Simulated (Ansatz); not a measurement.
The system is WS2.

```xyz
3
Lattice="2.5917 0.0000 0.0000 0.0000 2.5917 0.0000 0.0000 0.0000 9.2342" Properties=species:S:1:pos:R:3 pbc="T T T"
W     1.2959    1.2959    4.6171
S     1.2959    1.2959    7.0702
S     1.2959    1.2959    2.1639
```

The cell was built by a generator and needn't be a form met in nature.

* Program: Ansatz 0.2.0
* Task: single point
* Functional: PBE
* Potentials or basis: all-electron LAPW, scalar-relativistic
* Cutoff: 332 eV (chosen from the basis error)
* Basis error allowed: 0.001 eV/atom
* k mesh: 10 × 10 × 3
* Occupations: fermi-dirac, width 0.05 eV
* Spin: no spin polarisation

On this cell: pressure 0.7 GPa; largest force 0.044 eV/Å; band gap on the k mesh none (metal or under the smearing width).

The same run follows on a disturbed copy (atoms moved at random, drawn with an rms of 0.05 Å):

```
W S
1.0
     2.59173    0.00000    0.00000
     0.00000    2.59173    0.00000
     0.00000    0.00000    9.23417
W S
1 2
Direct
  0.50801 0.50711 0.50064
  0.51982 0.51597 0.76917
  0.49619 0.48910 0.23427
```

Problem. What changes?

Solution. The energy (extrapolated to zero smearing) moves by +1.2 meV/atom; pressure -0.1 GPa; largest force 0.193 eV/Å; band gap on the k mesh none (metal or under the smearing width).

Forces on the atoms (eV/Å):
```
W    0.001 -0.015  0.124
S   -0.019 -0.013 -0.192
S    0.018  0.029  0.067
```

Stress tensor (GPa, compression positive):
```
 0.73  0.00 -0.24
 0.00  0.74 -0.27
-0.24 -0.27 -1.67
```

Caveats: this functional lacks dispersion, which binds the layers, so the pressure and a relaxed spacing across them are unreliable (some runs).
